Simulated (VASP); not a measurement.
A run of VASP 6.6.1:

File INCAR:

```
  PREC = Accurate
  ENCUT = 600
  EDIFF = 1E-6
  ISMEAR = -1
  SIGMA = 0.05
  LREAL = False
  LASPH = True
  NELM = 150
  ALGO = Normal
  ISIF = 3
  LWAVE = False
  LCHARG = False
  ISPIN = 2
  MAGMOM = 3 0 0 0
  LORBIT = 11
  LMAXMIX = 4
  GGA = PE
  IBRION = 2
  NSW = 60
  EDIFFG = -0.005
  PSTRESS = 200
  KPAR = 8
```

File KPOINTS:

```
Automatic mesh
0
Gamma
  8 8 8
```

Contents of POSCAR:

```
CrCuO2                                  
1.0
    1.4658970415      0.8463360515      5.6880327483
   -1.4658970415      0.8463360515      5.6880327483
   -0.0000000000     -1.6926721030      5.6880327483
  Cr              Cu              O             
     1     1     2
Direct
     0.5000000000000000    0.5000000000000000    0.5000000000000000
     0.0000000000000000    0.0000000000000000    0.0000000000000000
     0.1075251004464139    0.1075251004464139    0.1075251004464139
     0.8924748995535862    0.8924748995535862    0.8924748995535862
```

Potentials or basis: VASP PAW PBE potentials, release 64 (Cr_pv, Cu, O).

Launch:

```bash
$ cat potpaw_PBE.64/Cr_pv/POTCAR potpaw_PBE.64/Cu/POTCAR potpaw_PBE.64/O/POTCAR > POTCAR
$ mpirun -np 8 vasp_std > vasp.out
```

Hardware: 8 MPI ranks on Intel(R) Xeon(R) Platinum 8559C (Emerald Rapids), on a shared host.

**Question.** Estimate the wall time of this run.

**Answer.** Run time: 6.6 min on 8 MPI ranks on Intel(R) Xeon(R) Platinum 8559C (Emerald Rapids), on a shared host, peak memory 0.52 GiB a rank. Counts: scf iterations 81, k points 65, ion steps 10.
